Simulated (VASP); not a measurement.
# Co: electric field gradients, by functional and GGA

Co, P6_3/mmc (no. 194), 2 atoms in the cell.

| Functional | GGA | LASPH | Vzz of the first element (V/Å²) | Time (s) |
|---|---|---|---|---|
| LDA | CA | T | -1.97 | 57 |
| PBE | PE | T | -1.21 | 78 |
| PBEsol | PS | T | -1.25 | 83 |
| RPBE | RP | T | -1.31 | 73 |
| r2SCAN | default | T | -1.03 | 266 |
| SCAN | default | T | -0.66 | 341 |
| TPSS | default | T | -1.76 | 284 |
| PBE | PE | F | -1.22 | 64 |

## Input of the first row

INCAR:
```
ALGO = Normal ; EDIFF = 1E-7
ENCUT = 400 ; GGA = CA
ISMEAR = 1 ; ISPIN = 2
KPAR = 2 ; LASPH = T
LCHARG = F ; LEFG = T
LMAXMIX = 4 ; LORBIT = 11
LREAL = F ; LWAVE = F
MAGMOM = 2 2 ; NELM = 120
PREC = Accurate ; QUAD_EFG = 420
SIGMA = 0.1
```

KPOINTS:
```
k-points
0
Gamma
  20 20 11
```

POSCAR:
```
Co
1.0
    2.4719999032      0.0000000000      0.0000000000
   -1.2359999516      2.1408147143      0.0000000000
    0.0000000000      0.0000000000      4.0211440800
Co
2
Direct
    0.6666666667      0.3333333333      0.7500000000
    0.3333333333      0.6666666667      0.2500000000
```

Commands:
```
cat potpaw_LDA.64/Co/POTCAR > POTCAR
mpirun -np 2 vasp_std > vasp.out
```

Changes of the last row against the first:
```
- GGA = CA
- LASPH = True
+ GGA = PE
+ LASPH = False
- cat potpaw_LDA.64/Co/POTCAR > POTCAR
+ cat potpaw_PBE.64/Co/POTCAR > POTCAR
```

VASP 6.6.1 took 57 s on 2 cores (Intel Xeon Platinum 8259CL @ 2.50GHz (Skylake/Cascade Lake)), a shared host.
